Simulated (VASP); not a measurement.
# Al2Cu (P4/mmm) in VASP: notebook

One crystal, Al2Cu, is run at these levels: PBE; tasks: single point.

Program: VASP 6.6.1. These are calculated values, not measurements. Logs are shortened: lines on timing, memory, paths and dates and some standing lists are left out, and cuts for length are marked.

## (1) Starting point

It takes space group P4/mmm (No. 123, tetragonal). Conventional cell: a = 4.105 Å, b = 4.105 Å, c = 2.891 Å, α = 90.00°, β = 90.00°, γ = 90.00°. Around Al (site symmetry mmm) lie 4 Cu at 2.51 Å. Cu (site symmetry 4/mmm) is surrounded by 8 Al at 2.51 Å.

The cell comes from a database or a generator and needn't be the stable form of this composition.

## (2) Single point, PBE

Contents of INCAR:

```
SYSTEM = Al2Cu
ALGO     = Fast           ! electronic algorithm
EDIFF    = 1E-6           ! SCF threshold, eV
ENCUT    = 520            ! plane-wave cutoff, eV
GGA      = PE             ! functional
ISIF     = 2              ! what is computed and relaxed
ISMEAR   = 0              ! smearing method
LASPH    = .TRUE.         ! aspherical terms in the spheres
LCHARG   = .FALSE.        ! write CHGCAR
LREAL    = .FALSE.        ! projectors in reciprocal space
LWAVE    = .FALSE.        ! write WAVECAR
NBANDS   = 16             ! bands
NELM     = 100            ! most SCF steps
PREC     = Accurate       ! precision mode
SIGMA    = 0.1            ! smearing width, eV
```

Contents of KPOINTS:

```
k-points
0
G
  4 4 6
  0 0 0
```

Contents of POSCAR:

```
Al2Cu
1.0
    4.1051820000      0.0000000000      0.0000000000
    0.0000000000      4.1051820000      0.0000000000
    0.0000000000      0.0000000000      2.8913130000
Al Cu
2 1
Direct
    0.5000000000      0.0000000000      0.5000000000
    0.0000000000      0.5000000000      0.5000000000
    0.0000000000      0.0000000000      0.0000000000
```

Potentials or basis: VASP PAW PBE potentials, release 64 (Al, Cu).

The run is started by

```bash
> cat potpaw_PBE.64/Al/POTCAR potpaw_PBE.64/Cu/POTCAR > POTCAR
> mpirun -np 1 vasp_std > vasp.out
```

OUTCAR:

```text
SYSTEM = Al2Cu
   EDIFF = 1E-6
   ENCUT = 520
   GGA = PE
   ISIF = 2
   ISMEAR = 0
   LASPH = .TRUE.
   LREAL = .FALSE.
   NELM = 100
   PREC = Accurate

 ion  position               nearest neighbor table
   1  0.500  0.000  0.500-   3 2.51   3 2.51   3 2.51   3 2.51   2 2.90   2 2.90   2 2.90   2 2.90

   2  0.000  0.500  0.500-   3 2.51   3 2.51   3 2.51   3 2.51   1 2.90   1 2.90   1 2.90   1 2.90

   3  0.000  0.000  0.000-   1 2.51   2 2.51   1 2.51   2 2.51   2 2.51   2 2.51   1 2.51   1 2.51

  LATTYP: Found a simple tetragonal cell.
 ALAT       =     4.1051820000
 C/A-ratio  =     0.7043081159

  Lattice vectors:

 A1 = (   4.1051820000,   0.0000000000,   0.0000000000)
 A2 = (   0.0000000000,   4.1051820000,   0.0000000000)
 A3 = (   0.0000000000,   0.0000000000,   2.8913130000)

Analysis of symmetry for initial positions (statically):
=====================================================================
 Subroutine PRICEL returns:
 Original cell was already a primitive cell.

 Routine SETGRP: Setting up the symmetry group for a
 simple tetragonal supercell.

 Subroutine GETGRP returns: Found 16 space group operations
 (whereof 16 operations were pure point group operations)
 out of a pool of 16 trial point group operations.

The static configuration has the point symmetry D_4h.

Analysis of symmetry for dynamics (positions and initial velocities):
=====================================================================
 Subroutine PRICEL returns:
 Original cell was already a primitive cell.

 Routine SETGRP: Setting up the symmetry group for a
 simple tetragonal supercell.

 Subroutine GETGRP returns: Found 16 space group operations
 (whereof 16 operations were pure point group operations)
 out of a pool of 16 trial point group operations.

The dynamic configuration has the point symmetry D_4h.

 Subroutine INISYM returns: Found 16 space group operations
 (whereof 16 operations are pure point group operations),
 and found     1 'primitive' translations

----------------------------------------------------------------------------------------

                                     Primitive cell

  volume of cell :      48.7259

  direct lattice vectors                    reciprocal lattice vectors
     4.105182000  0.000000000  0.000000000     0.243594559  0.000000000  0.000000000
     0.000000000  4.105182000  0.000000000     0.000000000  0.243594559  0.000000000
     0.000000000  0.000000000  2.891313000     0.000000000  0.000000000  0.345863627

  length of vectors
     4.105182000  4.105182000  2.891313000     0.243594559  0.243594559  0.345863627

  position of ions in fractional coordinates (direct lattice)
     0.500000000  0.000000000  0.500000000
     0.000000000  0.500000000  0.500000000
     0.000000000  0.000000000  0.000000000

  ion indices of the primitive-cell ions
   primitive index   ion index
                 1           1
                 2           2
                 3           3

----------------------------------------------------------------------------------------

 KPOINTS: k-points

Automatic generation of k-mesh.
 Grid dimensions read from file:
 generate k-points for:    4    4    6

 Generating k-lattice:

  Cartesian coordinates                     Fractional coordinates (reciprocal lattice)
     0.060898640  0.000000000  0.000000000     0.250000000  0.000000000  0.000000000
     0.000000000  0.060898640  0.000000000     0.000000000  0.250000000  0.000000000
     0.000000000  0.000000000  0.057643938     0.000000000  0.000000000  0.166666667

  Length of vectors
     0.060898640  0.060898640  0.057643938

  Shift w.r.t. Gamma in fractional coordinates (k-lattice)
     0.000000000  0.000000000  0.000000000

 Subroutine IBZKPT returns following result:
 ===========================================

 Found     24 irreducible k-points:

 Following reciprocal coordinates:
            Coordinates               Weight
  0.000000  0.000000  0.000000      1.000000
  0.250000  0.000000  0.000000      4.000000
  0.500000  0.000000  0.000000      2.000000
  0.250000  0.250000  0.000000      4.000000
  0.500000  0.250000  0.000000      4.000000
  0.500000  0.500000  0.000000      1.000000
[... 16 lines left out ...]
  0.500000  0.250000  0.500000      4.000000
  0.500000  0.500000  0.500000      1.000000
   k-points           NKPTS =     24   k-points in BZ     NKDIM =     24   number of bands    NBANDS=     16
   number of dos      NEDOS =    301   number of ions     NIONS =      3
   total plane-waves  NPLWV =  24576
   dimension x,y,z NGX =    32 NGY =   32 NGZ =   24
   dimension x,y,z NGXF=    64 NGYF=   64 NGZF=   48
   ions per type =               2   1
   NGX,Y,Z   is equivalent  to a cutoff of  12.96, 12.96, 13.80 a.u.
   NGXF,Y,Z  is equivalent  to a cutoff of  25.92, 25.92, 27.60 a.u.
 SYSTEM =  Al2Cu
   PREC   = accura    normal or accurate (medium, high low for compatibility)
   ISTART =      0    job   : 0-new  1-cont  2-samecut
   ICHARG =      2    charge: 1-file 2-atom 10-const
   ISPIN  =      1    spin polarized calculation?
   LNONCOLLINEAR =      F non collinear calculations
   LSORBIT =      F    spin-orbit coupling
   LASPH  =      T    aspherical Exc in radial PAW
   ENCUT  =  520.0 eV  38.22 Ry    6.18 a.u.   7.63  7.63  5.38*2*pi/ulx,y,z
   NELM   =    100;   NELMIN=  2; NELMDL= -5     # of ELM steps
   EDIFF  = 0.1E-05   stopping-criterion for ELM
   LREAL  =      F    real-space projection
   EDIFFG = 0.1E-04   stopping-criterion for IOM
   NSW    =      0    number of steps for IOM
   IBRION =     -1    ionic relax: 0-MD 1-quasi-New 2-CG
   NFREE  =      0    steps in history (QN), initial steepest desc. (CG)
   ISIF   =      2    stress and relaxation
   ISYM   =      2    0-nonsym 1-usesym 2-fastsym
   POTIM  = 0.5000    time-step for ionic-motion
   TEBEG  =    0.0;   TEEND  =   0.0 temperature during run
   PSTRESS=    0.0 pullay stress
   NELECT =      17.0000    total number of electrons
   NUPDOWN=      -1.0000    fix difference up-down
   EMIN   =  10.00;   EMAX   =-10.00  energy-range for DOS
   EFERMI =   0.00;   METHOD = LEGACY
   ISMEAR =     0;   SIGMA  =   0.10  broadening in eV -4-tet -1-fermi 0-gaus
   EFERMI_NEDOS =   21; number of points for ismear=-14 and -15
   IALGO  =     68    algorithm
   IMIX   =      4    mixing-type and parameters
     AMIX     =   0.40;   BMIX     =  1.00
     AMIX_MAG =   1.60;   BMIX_MAG =  1.00
  volume/ion in A,a.u.               =      16.24       109.61
  Fermi-wavevector in a.u.,A,eV,Ry     =   1.152492  2.177894 18.071765  1.328237
  Thomas-Fermi vector in A             =   2.289142
   LORBIT       =      0    0 simple, 1 ext, 2 COOP (PROOUT), +10 PAW based schemes
   GGA     = PE    functional components
   LHFCALC =     F    Hartree Fock is set to
   AEXX    =    0.0000 exact exchange contribution
   IVDW    =     0    specifies the selected vdW correction
   LEPSILON=     F    determine dielectric tensor
   LRPA    =     F    only Hartree local field effects (RPA)
 non-spin polarized calculation
 RMM-DIIS sequential band-by-band and
 Gauss-broadening in eV      SIGMA  =   0.10
  energy-cutoff  :      520.00
  volume of cell :       48.73
 maximum number of plane-waves:      1339
 NGX is ok and might be reduce to    32
   NGX = 15   NGY = 15   NGZ = 11

 number of electron      16.9999979 magnetization

 Free energy of the ion-electron system (eV)
  ---------------------------------------------------
  ext. energy  EPLUGINS =         0.00000000
  ---------------------------------------------------
  free energy    TOTEN  =       -11.26750206 eV

  energy without entropy =      -11.26583994  energy(sigma->0) =      -11.26667100

 E-fermi :   7.0665     XC(G=0): -10.3877

 val. band max:        7.0383534931   @ k =   0.5000   0.5000   0.5000
 cond. band min:       7.3060505492   @ k =   0.0000   0.0000   0.3333
 fundamental gap:      0.2676970562
 Fermi energy:         7.0664910885

 k-point     1 :       0.0000    0.0000    0.0000
  band No.  band energies     occupation
      1      -3.3719      2.00000
      2       1.7352      2.00000
      3       2.2600      2.00000
      4       2.8917      2.00000
      5       3.0933      2.00000
      6       3.0933      2.00000
[... 8 lines left out ...]
     15      14.2548      0.00000
     16      19.5166      0.00000

 k-point     2 :       0.2500    0.0000    0.0000
  band No.  band energies     occupation
      1      -2.8553      2.00000
      2       1.1371      2.00000
      3       2.1791      2.00000
      4       2.7754      2.00000
      5       3.0769      2.00000
      6       3.0957      2.00000
[... 8 lines left out ...]
     15      17.9587      0.00000
     16      18.1478      0.00000

 k-point     3 :       0.5000    0.0000    0.0000
  band No.  band energies     occupation
      1      -1.8154      2.00000
      2      -0.4761      2.00000
      3       2.1889      2.00000
      4       2.6845      2.00000
      5       2.8313      2.00000
      6       3.0607      2.00000
[... 8 lines left out ...]
     15      16.4007      0.00000
     16      18.0408      0.00000

 k-point     4 :       0.2500    0.2500    0.0000
  band No.  band energies     occupation
      1      -2.3354      2.00000
      2       1.2509      2.00000
      3       1.8102      2.00000
      4       2.5868      2.00000
      5       3.0792      2.00000
      6       3.0806      2.00000
[... 8 lines left out ...]
     15      17.9758      0.00000
     16      18.2635      0.00000
[... 324 lines left out ...]
 k-point    22 :       0.2500    0.2500    0.5000
  band No.  band energies     occupation
      1       1.1433      2.00000
      2       1.8658      2.00000
      3       2.0050      2.00000
      4       2.5597      2.00000
      5       2.5876      2.00000
      6       2.9709      2.00000
[... 8 lines left out ...]
     15      14.9863      0.00000
     16      15.1586      0.00000

 k-point    23 :       0.5000    0.2500    0.5000
  band No.  band energies     occupation
      1       1.4329      2.00000
      2       1.7311      2.00000
      3       2.4391      2.00000
      4       2.8974      2.00000
      5       2.9993      2.00000
      6       3.0414      2.00000
[... 8 lines left out ...]
     15      16.7637      0.00000
     16      17.0070      0.00000

 k-point    24 :       0.5000    0.5000    0.5000
  band No.  band energies     occupation
      1       1.5966      2.00000
      2       1.5966      2.00000
      3       2.8322      2.00000
      4       2.8941      2.00000
      5       3.2382      2.00000
      6       3.6833      2.00000
[... 8 lines left out ...]
     15      20.1240      0.00000
     16      21.6228      0.00000

------------------------ aborting loop because EDIFF is reached ----------------------------------------

  FORCE on cell =-STRESS in cart. coord.  units (eV):
  Direction    XX          YY          ZZ          XY          YZ          ZX
  --------------------------------------------------------------------------------------
  -------------------------------------------------------------------------------------
  Total       -0.1746716     -0.1746716      0.8441598      0.0000000     -0.0000000      0.0000000
  in kB       -5.7434505     -5.7434505     27.7571764      0.0000000     -0.0000000      0.0000000
  external PRESSURE =       5.4234251 kB  Pullay stress =       0.0000000 kB

 VOLUME and BASIS-vectors are now :
 -----------------------------------------------------------------------------
  energy-cutoff  :      520.00
  volume of cell :       48.73
      direct lattice vectors                 reciprocal lattice vectors
     4.105182000  0.000000000  0.000000000     0.243594559  0.000000000  0.000000000
     0.000000000  4.105182000  0.000000000     0.000000000  0.243594559  0.000000000
     0.000000000  0.000000000  2.891313000     0.000000000  0.000000000  0.345863627

 POSITION                                       TOTAL-FORCE (eV/Angst)
 -----------------------------------------------------------------------------------
      2.05259      0.00000      1.44566         0.000000      0.000000      0.000000
      0.00000      2.05259      1.44566         0.000000      0.000000      0.000000
      0.00000      0.00000      0.00000         0.000000      0.000000      0.000000
 -----------------------------------------------------------------------------------
    total drift:                               -0.000000     -0.000000      0.000000

  FREE ENERGIE OF THE ION-ELECTRON SYSTEM (eV)
  ---------------------------------------------------
  free  energy   TOTEN  =       -11.2675020602 eV

  energy  without entropy=      -11.2658399380  energy(sigma->0) =      -11.26667100
```

It took 23 s on 1 thread of Intel Xeon Platinum 8375C at 2.90GHz (Ice Lake), shared host; peak memory 0.16 GiB.

Results:

| Item | Value |
| --- | --- |
| Free energy | -11.2675 eV |
| Pressure | 0.5 GPa |
| Band gap on the k mesh | none (metal or under the smearing width) |

Stress tensor (GPa, compression positive):
```
-0.57  0.00  0.00
 0.00 -0.57  0.00
 0.00  0.00  2.78
```

Caveat: the k mesh is coarse (spacing up to 0.38 Å⁻¹), so the values aren't converged.

## (3) Single point, PBE

Contents of INCAR:

```
SYSTEM = Al2Cu
PREC = Accurate
ENCUT = 520
EDIFF = 1E-6
ISMEAR = 0
SIGMA = 0.1
LREAL = .FALSE.
LASPH = .TRUE.
NELM = 100
ALGO = Fast
ISIF = 2
LWAVE = .FALSE.
LCHARG = .FALSE.
GGA = PE
NBANDS = 16
```

Contents of KPOINTS:

```
regular mesh
0
G
  4 4 6
  0 0 0
```

POSCAR is that of step 2.

Potentials or basis: VASP PAW PBE potentials, release 64 (Al, Cu).

The run is started by

```bash
> cat potpaw_PBE.64/Al/POTCAR potpaw_PBE.64/Cu/POTCAR > POTCAR
> mpirun -np 1 vasp_std > vasp.out
```

Run time: 32 s. Hardware: 1 thread of Intel Xeon Platinum 8375C at 2.90GHz (Ice Lake), shared host; peak memory 0.16 GiB.

Results (log left out):

```
Free energy            : -11.2675 eV
Pressure               : 0.5 GPa
Band gap on the k mesh : none (metal or under the smearing width)
```

Stress tensor (GPa, compression positive):
```
-0.57  0.00  0.00
 0.00 -0.57  0.00
 0.00  0.00  2.78
```

Levels at points of the mesh, in eV from the Fermi level:
```
           k point  band 6  band 7  band 8  band 9  band 10  band 11  band 12  band 13
(0.00, 0.00, 0.00)   -3.97   -2.28   -2.28   -0.04     0.99     6.04     6.25     6.25
(0.50, 0.00, 0.00)   -4.01   -3.97   -0.97    1.63     1.83     1.99     7.43     8.47
(0.50, 0.50, 0.00)   -4.12   -4.00   -4.00   -2.35     8.61     8.61     9.38     9.94
(0.00, 0.00, 0.50)   -4.00   -2.94    2.57    2.58     2.58     2.85     2.85     3.23
(0.50, 0.00, 0.50)   -4.05   -2.96   -2.41   -1.64     3.72     4.09     4.41     5.02
(0.50, 0.50, 0.50)   -3.38   -2.18   -2.18   -0.83    -0.78    -0.03    -0.03     2.51
```

Caveat: the k mesh is coarse (spacing up to 0.38 Å⁻¹), so the values aren't converged.
